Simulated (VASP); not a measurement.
# In (I4/mmm) in VASP: a series of runs, part 2 of 2

VASP 6.6.1.

## 3. Relaxation of cell and atoms, PBE

This run uses another cell than the first one, of 27.44 Å³/atom, 1.050 times its volume.

Contents of INCAR:

```
SYSTEM = In
  PREC = Accurate
  ENCUT = 300
  EDIFF = 1E-7
  ISMEAR = 1
  SIGMA = 0.1
  LREAL = .FALSE.
  LASPH = .TRUE.
  NELM = 80
  ALGO = Normal
  ISIF = 3
  LWAVE = .FALSE.
  LCHARG = .FALSE.
  GGA = PE
  IBRION = 2
  NSW = 90
  EDIFFG = -0.005
```

Contents of KPOINTS:

```
regular mesh
0
G
  8 8 8
  0 0 0
```

Contents of POSCAR:

```
In                                      
1.0
   -1.5978835478      1.5978835478      2.6870771646
    1.5978835478     -1.5978835478      2.6870771646
    1.5978835478      1.5978835478     -2.6870771646
  In            
     1
Direct
     0.0000000000000000    0.0000000000000000    0.0000000000000000
```

Potentials or basis: VASP PAW PBE potentials, release 64 (In).

The run is started by

```sh
$ cat potpaw_PBE.64/In/POTCAR > POTCAR
$ mpirun -np 1 vasp_std > vasp.out
```

OUTCAR:

```text
SYSTEM = In
   PREC = Accurate
   ENCUT = 300
   EDIFF = 1E-7
   ISMEAR = 1
   LREAL = .FALSE.
   LASPH = .TRUE.
   NELM = 80
   ISIF = 3
   GGA = PE
   IBRION = 2
   NSW = 90
   EDIFFG = -0.005

 ion  position               nearest neighbor table
   1  0.000  0.000  0.000-

  LATTYP: Found a body centered tetragonal cell.
 ALAT       =     3.1957670956
 C/A-ratio  =     1.6816476822

  Lattice vectors:

 A1 = (  -1.5978835478,   1.5978835478,   2.6870771646)
 A2 = (   1.5978835478,  -1.5978835478,   2.6870771646)
 A3 = (   1.5978835478,   1.5978835478,  -2.6870771646)

Analysis of symmetry for initial positions (statically):
=====================================================================
 Subroutine PRICEL returns:
 Original cell was already a primitive cell.

 Routine SETGRP: Setting up the symmetry group for a
 body centered tetragonal supercell.

 Subroutine GETGRP returns: Found 16 space group operations
 (whereof 16 operations were pure point group operations)
 out of a pool of 16 trial point group operations.

The static configuration has the point symmetry D_4h.

Analysis of symmetry for dynamics (positions and initial velocities):
[... 261 lines left out ...]

[... ionic steps 4 to 16 ...]

--------------------------------------- Ionic step       17  -------------------------------------------

 number of electron       3.0000000 magnetization

------------------------ aborting loop because EDIFF is reached ----------------------------------------
[... 65 lines left out ...]
--------------------------------------- Ionic step       19  -------------------------------------------

 number of electron       3.0000000 magnetization

 Free energy of the ion-electron system (eV)
  ---------------------------------------------------
  ext. energy  EPLUGINS =         0.00000000
  ---------------------------------------------------
  free energy    TOTEN  =        -2.57412830 eV

  energy without entropy =       -2.57342437  energy(sigma->0) =       -2.57389366

 E-fermi :   4.4812     XC(G=0):  -9.5462

 val. band max:        4.4699492219   @ k =  -0.3750  -0.3750   0.2500
 cond. band min:       4.5054607582   @ k =  -0.2500   0.5000   0.2500
 fundamental gap:      0.0355115363
 Fermi energy:         4.4812475928

 k-point     1 :       0.0000    0.0000    0.0000
  band No.  band energies     occupation
      1      -4.6533      2.00000
      2      14.3544      0.00000
      3      14.7717      0.00000
      4      14.7717      0.00000
      5      16.4032      0.00000
[... 177 lines left out ...]
 k-point    24 :       0.3750    0.1250    0.1250
  band No.  band energies     occupation
      1       1.2431      2.00000
      2       2.5023      2.00000
      3       9.4184      0.00000
      4       9.9204      0.00000
      5      12.8353      0.00000

 [... further k-points ...]

------------------------ aborting loop because EDIFF is reached ----------------------------------------

  FORCE on cell =-STRESS in cart. coord.  units (eV):
  Direction    XX          YY          ZZ          XY          YZ          ZX
  --------------------------------------------------------------------------------------
  -------------------------------------------------------------------------------------
  Total       -0.0000458     -0.0000458     -0.0021237      0.0000000     -0.0000000     -0.0000000
  in kB       -0.0026669     -0.0026669     -0.1237716      0.0000000     -0.0000000     -0.0000000
  external PRESSURE =      -0.0430351 kB  Pullay stress =       0.0000000 kB
[... 16 lines left out ...]
  FREE ENERGIE OF THE ION-ELECTRON SYSTEM (eV)
  ---------------------------------------------------
  free  energy   TOTEN  =        -2.5741283007 eV

  energy  without entropy=       -2.5734243747  energy(sigma->0) =       -2.57389366

 reached required accuracy - stopping structural energy minimisation
```

CONTCAR:

```text
In
   1.00000000000000
    -1.5849538646889969    1.5849538646889962    2.7358680285911579
     1.5849538646889969   -1.5849538646889971    2.7358680285911579
     1.5849538646889969    1.5849538646889971   -2.7358680285911579
  In
     1
Direct
     0.0000000000000000    0.0000000000000000    0.0000000000000000

  0.00000000E+00  0.00000000E+00  0.00000000E+00
```

Run time: 17 s. Hardware: 1 thread of Intel Xeon 6975P-C (Granite Rapids), shared host; peak memory 0.14 GiB.

Results:

```
Free energy                            : -2.5741 eV
Relaxed volume                         : 27.49 Å³/atom
Relaxed cell                           : a = 3.537 Å, b = 3.537 Å, c = 3.537 Å, α = 126.75°, β = 126.75°, γ = 78.65°
Space group after relaxing (to 0.05 Å) : I4/mmm (No. 139)
Energy gained by relaxing              : 0.3 meV/atom
Ionic steps                            : 19
Pressure after relaxing                : 0.0 GPa
Band gap on the k mesh                 : none (metal or under the smearing width)
```

Step by step:
| step | energy change (eV) | largest force (eV/Å) | pressure (GPa) | volume (Å³) |
| --- | --- | --- | --- | --- |
| 1 | 0.0000 | 0.0000 | -0.01 | 27.44 |
| 2 | 0.0000 | 0.0000 | 0.00 | 27.43 |
| 3 | 0.0000 | 0.0000 | 0.06 | 27.40 |
| 4 | 0.0000 | 0.0000 | 0.06 | 27.41 |
| 5 | 0.0000 | 0.0000 | 0.04 | 27.42 |
| 6 | -0.0001 | 0.0000 | 0.02 | 27.45 |
| 7 | -0.0001 | 0.0000 | -0.04 | 27.51 |
| 8 | -0.0002 | 0.0000 | -0.19 | 27.63 |
| 9 | -0.0002 | 0.0000 | -0.13 | 27.58 |
| 10 | -0.0002 | 0.0000 | -0.15 | 27.60 |
| 11 | -0.0002 | 0.0000 | -0.15 | 27.60 |
| 12 | -0.0002 | 0.0000 | -0.16 | 27.60 |
| 13 | -0.0002 | 0.0000 | -0.18 | 27.62 |
| 14 | -0.0002 | 0.0000 | -0.17 | 27.61 |
| 15 | -0.0002 | 0.0000 | -0.16 | 27.60 |
| 16 | -0.0002 | 0.0000 | -0.13 | 27.58 |
| 17 | -0.0002 | 0.0000 | -0.07 | 27.54 |
| 18 | -0.0002 | 0.0000 | 0.06 | 27.45 |
| 19 | -0.0003 | 0.0000 | 0.00 | 27.49 |

Final structure:
```
In
1.0
    -1.58495    1.58495    2.73587
     1.58495   -1.58495    2.73587
     1.58495    1.58495   -2.73587
In
1
Direct
  0.00000 0.00000 0.00000
```

## 4. Relaxation of cell and atoms, PBE

Contents of INCAR:

```
SYSTEM = In
PREC = Accurate ; ENCUT = 600
EDIFF = 1E-6 ; ISMEAR = 1
SIGMA = 0.1 ; LREAL = .False.
LASPH = .True. ; NELM = 80
ALGO = Normal ; ISIF = 3
LWAVE = .False. ; LCHARG = .False.
GGA = PE ; IBRION = 2
NSW = 90 ; EDIFFG = -0.01
```

Contents of KPOINTS:

```
regular mesh
0
Gamma
  16 16 16
  0 0 0
```

Contents of POSCAR:

```
In
1.0
   -1.6254700000      1.6254700000      2.4737000000
    1.6254700000     -1.6254700000      2.4737000000
    1.6254700000      1.6254700000     -2.4737000000
In
1
Direct
    0.0000000000      0.0000000000      0.0000000000
```

Potentials or basis: VASP PAW PBE potentials, release 64 (In_d).

The run is started by

```sh
$ cat potpaw_PBE.64/In_d/POTCAR > POTCAR
$ mpirun -np 1 vasp_std > vasp.out
```

OUTCAR:

```text
SYSTEM = In
   PREC = Accurate
   ENCUT = 600
   EDIFF = 1E-6
   ISMEAR = 1
   LREAL = .False.
   LASPH = .True.
   NELM = 80
   ISIF = 3
   GGA = PE
   IBRION = 2
   NSW = 90
   EDIFFG = -0.01

 ion  position               nearest neighbor table
   1  0.000  0.000  0.000-

  LATTYP: Found a body centered tetragonal cell.
 ALAT       =     3.2509400000
 C/A-ratio  =     1.5218367611

  Lattice vectors:

 A1 = (  -1.6254700000,   1.6254700000,   2.4737000000)
 A2 = (   1.6254700000,  -1.6254700000,   2.4737000000)
 A3 = (   1.6254700000,   1.6254700000,  -2.4737000000)

Analysis of symmetry for initial positions (statically):
=====================================================================
 Subroutine PRICEL returns:
 Original cell was already a primitive cell.

 Routine SETGRP: Setting up the symmetry group for a
 body centered tetragonal supercell.

 Subroutine GETGRP returns: Found 16 space group operations
 (whereof 16 operations were pure point group operations)
 out of a pool of 16 trial point group operations.

The static configuration has the point symmetry D_4h.

Analysis of symmetry for dynamics (positions and initial velocities):
=====================================================================
[... 402 lines left out ...]

 number of electron      12.9999997 magnetization

 Free energy of the ion-electron system (eV)
  ---------------------------------------------------
  ext. energy  EPLUGINS =         0.00000000
  ---------------------------------------------------
  free energy    TOTEN  =        -2.56042105 eV

  energy without entropy =       -2.56032128  energy(sigma->0) =       -2.56038779

 E-fermi :   6.9866     XC(G=0): -10.0252

 val. band max:        6.9770349602   @ k =  -0.3750  -0.3750   0.0625
 cond. band min:       6.9888149751   @ k =  -0.3750   0.3750   0.2500
 fundamental gap:      0.0117800149
 Fermi energy:         6.9866391827

 k-point     1 :       0.0000    0.0000    0.0000
  band No.  band energies     occupation
      1      -7.6988      2.00000
      2      -7.5635      2.00000
      3      -7.5635      2.00000
      4      -7.5299      2.00000
      5      -7.3983      2.00000
      6      -2.2336      2.00000
      7      17.0979      0.00000
      8      17.0979      0.00000
      9      17.2618      0.00000
     10      18.5138      0.00000
[... 287 lines left out ...]
 k-point    24 :      -0.0625    0.0625    0.0000
  band No.  band energies     occupation
      1      -7.6824      2.00000
      2      -7.5717      2.00000
      3      -7.5558      2.00000
      4      -7.5247      2.00000
      5      -7.4055      2.00000
      6      -2.1163      2.00000
      7      16.3522      0.00000
      8      16.5702      0.00000
      9      16.6429      0.00000
     10      17.9050      0.00000

 [... further k-points ...]

------------------------ aborting loop because EDIFF is reached ----------------------------------------

  FORCE on cell =-STRESS in cart. coord.  units (eV):
  Direction    XX          YY          ZZ          XY          YZ          ZX
  --------------------------------------------------------------------------------------
  -------------------------------------------------------------------------------------
  Total       -0.0070597     -0.0070597     -0.0023040      0.0000000     -0.0000000      0.0000000
  in kB       -0.4119107     -0.4119107     -0.1344291      0.0000000     -0.0000000      0.0000000
  external PRESSURE =      -0.3194168 kB  Pullay stress =       0.0000000 kB
[... 16 lines left out ...]
  FREE ENERGIE OF THE ION-ELECTRON SYSTEM (eV)
  ---------------------------------------------------
  free  energy   TOTEN  =        -2.5604210468 eV

  energy  without entropy=       -2.5603212849  energy(sigma->0) =       -2.56038779

 reached required accuracy - stopping structural energy minimisation
```

OSZICAR:

```text
N       E                     dE             d eps       ncg     rms          rms(c)
DAV:   1     0.738469186215E+02    0.73847E+02   -0.70445E+03  7016   0.180E+03
DAV:   2     0.315327684311E+00   -0.73532E+02   -0.72377E+02  7074   0.300E+02
DAV:   3    -0.251685493007E+01   -0.28322E+01   -0.28215E+01  8288   0.667E+01
[... 55 lines left out ...]
DAV:   1    -0.256082771768E+01   -0.41356E-03   -0.15479E-02  8034   0.137E+00    0.109E-01
DAV:   2    -0.256057519115E+01    0.25253E-03   -0.35155E-04 10084   0.399E-01    0.710E-02
DAV:   3    -0.256041895487E+01    0.15624E-03   -0.18692E-04  8834   0.424E-01    0.188E-02
DAV:   4    -0.256042098363E+01   -0.20288E-05   -0.24134E-05  7640   0.593E-02    0.205E-02
DAV:   5    -0.256042104680E+01   -0.63174E-07   -0.90759E-07  3814   0.178E-02
   8 F= -.25604210E+01 E0= -.25603878E+01  d E =-.949202E-03
```

CONTCAR:

```text
In
   1.00000000000000
    -1.6357769755466141    1.6357769755466136    2.5655838807531448
     1.6357769755466141   -1.6357769755466145    2.5655838807531448
     1.6357769755466141    1.6357769755466145   -2.5655838807531448
  In
     1
Direct
     0.0000000000000000    0.0000000000000000    0.0000000000000000

  0.00000000E+00  0.00000000E+00  0.00000000E+00
```

Run time: 3 min. Hardware: 1 thread of Intel Xeon 6975P-C (Granite Rapids), shared host; peak memory 0.26 GiB.

What came out:

* Free energy: -2.5604 eV
* Relaxed volume: 27.46 Å³/atom
* Relaxed cell: a = 3.455 Å, b = 3.455 Å, c = 3.455 Å, α = 123.47°, β = 123.47°, γ = 84.08°
* Space group after relaxing (to 0.05 Å): I4/mmm (No. 139)
* Energy gained by relaxing: 8.5 meV/atom
* Ionic steps: 8
* Pressure after relaxing: 0.0 GPa
* Band gap on the k mesh: none (metal or under the smearing width)

The path:
| step | energy change (eV) | largest force (eV/Å) | pressure (GPa) | volume (Å³) |
| --- | --- | --- | --- | --- |
| 1 | 0.0000 | 0.0000 | 1.97 | 26.14 |
| 2 | -0.0076 | 0.0000 | 0.04 | 27.38 |
| 3 | -0.0076 | 0.0000 | 0.06 | 27.41 |
| 4 | -0.0076 | 0.0000 | 0.00 | 27.41 |
| 5 | -0.0077 | 0.0000 | 0.04 | 27.42 |
| 6 | -0.0081 | 0.0000 | 0.03 | 27.44 |
| 7 | -0.0085 | 0.0000 | -0.02 | 27.46 |
| 8 | -0.0085 | 0.0000 | -0.03 | 27.46 |

Final structure:
```
In
1.0
    -1.63578    1.63578    2.56558
     1.63578   -1.63578    2.56558
     1.63578    1.63578   -2.56558
In
1
Cartesian
  0.0000 0.0000 0.0000
```

PBE usually gives volumes a little too large and moduli too small. Zero-point motion and thermal expansion aren't in these numbers.

## 5. Relaxation of cell and atoms, PBE

This run uses another cell than the first one, of 27.46 Å³/atom, 1.050 times its volume.

Contents of INCAR:

```
SYSTEM = In
PREC = Accurate ; ENCUT = 600
EDIFF = 1E-7 ; ISMEAR = 1
SIGMA = 0.1 ; LREAL = .False.
LASPH = .True. ; NELM = 80
ALGO = Normal ; ISIF = 3
LWAVE = .False. ; LCHARG = .False.
GGA = PE ; IBRION = 2
NSW = 90 ; EDIFFG = -0.005
```

KPOINTS is that of step 4.

Contents of POSCAR:

```
In                                      
1.0
   -1.6357769755      1.6357769755      2.5655838808
    1.6357769755     -1.6357769755      2.5655838808
    1.6357769755      1.6357769755     -2.5655838808
  In            
     1
Direct
     0.0000000000000000    0.0000000000000000    0.0000000000000000
```

The run is started by

```sh
$ cat potpaw_PBE.64/In_d/POTCAR > POTCAR
$ mpirun -np 1 vasp_std > vasp.out
```

Run time: 57 s. Hardware: 1 thread of Intel Xeon 6975P-C (Granite Rapids), shared host; peak memory 0.26 GiB.

Results (log left out):

```yaml
Free_energy: -2.5607 eV
Relaxed_volume: 27.44 Å³/atom
Relaxed_cell: a = 3.454 Å, b = 3.454 Å, c = 3.454 Å, α = 123.48°, β = 123.48°, γ = 84.07°
Space_group_after_relaxing_to_0.05_Å: I4/mmm (No. 139)
Energy_gained_by_relaxing: 0.0 meV/atom
Ionic_steps: 2
Pressure_after_relaxing: 0.0 GPa
Band_gap_on_the_k_mesh: none (metal or under the smearing width)
```

Final structure:
```
CELL_PARAMETERS angstrom
-1.63535 1.63535 2.56556
1.63535 -1.63535 2.56556
1.63535 1.63535 -2.56556
ATOMIC_POSITIONS crystal
In 0.00000 0.00000 0.00000
```

Levels at points of the mesh, in eV from the Fermi level:
| k point | band 2 | band 3 | band 4 | band 5 | band 6 | band 7 | band 8 | band 9 | band 10 |
| --- | --- | --- | --- | --- | --- | --- | --- | --- | --- |
| (0.00, 0.00, 0.00) | -14.55 | -14.55 | -14.52 | -14.38 | -9.22 | 10.12 | 10.12 | 10.28 | 11.53 |
| (0.50, 0.00, 0.00) | -14.64 | -14.54 | -14.33 | -14.29 | -4.27 | -3.16 | 6.87 | 9.10 | 10.60 |
| (0.50, 0.50, 0.00) | -14.70 | -14.33 | -14.33 | -14.21 | -1.71 | -1.59 | 3.24 | 3.86 | 6.66 |
| (0.50, 0.50, 0.50) | -14.70 | -14.31 | -14.29 | -14.29 | -3.31 | -2.66 | 4.89 | 4.89 | 8.24 |
